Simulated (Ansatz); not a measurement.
Here is an Ansatz 0.2.0 calculation.

input.yaml

```yaml
crystal:
  lattice:
    - [0.0, 2.82891, 2.82891]
    - [2.82891, 0.0, 2.82891]
    - [2.82891, 2.82891, 0.0]
  atoms:
    - { symbol: Ge, position: [0.75, 0.75, 0.75] }
    - { symbol: Ge, position: [0.5, 0.5, 0.5] }
hamiltonian:
  xc: pbe
  pseudopotentials: { kind: paw }
kpoints:
  mp_grid: { grid: [8, 8, 8] }
scf:
  occupations: { method: fermi_dirac, width: 0.05 }
basis:
  ecutwfc: "600 eV"
output:
  forces: true
  stress: true
  eigenvalues: true
```

Potentials or basis: Ansatz PAW.

The run is started by

```bash
$ ansatz run input.yaml --threads 2 --pin off --max-ram 5120MiB --backend cpu --events-out ev --progress --plain --runs-dir out
```

Problem. Predict the pressure.

Solution. 3.6 GPa.

Problem. Predict the band gap on the k mesh.

Solution. None (metal or under the smearing width).

Caveat: this crystal is a semiconductor, whose small gap the functional closes, so the metal is an error of the method.

**Measured values to compare with.**

From “Electronic and optical properties of SixGe1-x-ySny alloys lattice-matched to Ge”, 2021, arxiv:2109.02782, for a bulk crystal of Ge at 293 K: band gap 0.666 eV (indirect).

Measured gap of Ge: 0.666 eV (indirect; 293 K; “Electronic and optical properties of SixGe1-x-ySny alloys lattice-matched to Ge”, 2021, arxiv:2109.02782). This calculation gives 0.00 eV (-0.67 eV). 3 values of this kind are on record (0.666 to 0.807 eV); this one was drawn at random among those near their median. Spin-orbit coupling on Ge is left out. The value is that of PBE on a finite k mesh, which can miss the band edges, without temperature or zero-point motion. Semilocal functionals fall short of measured gaps as a rule.
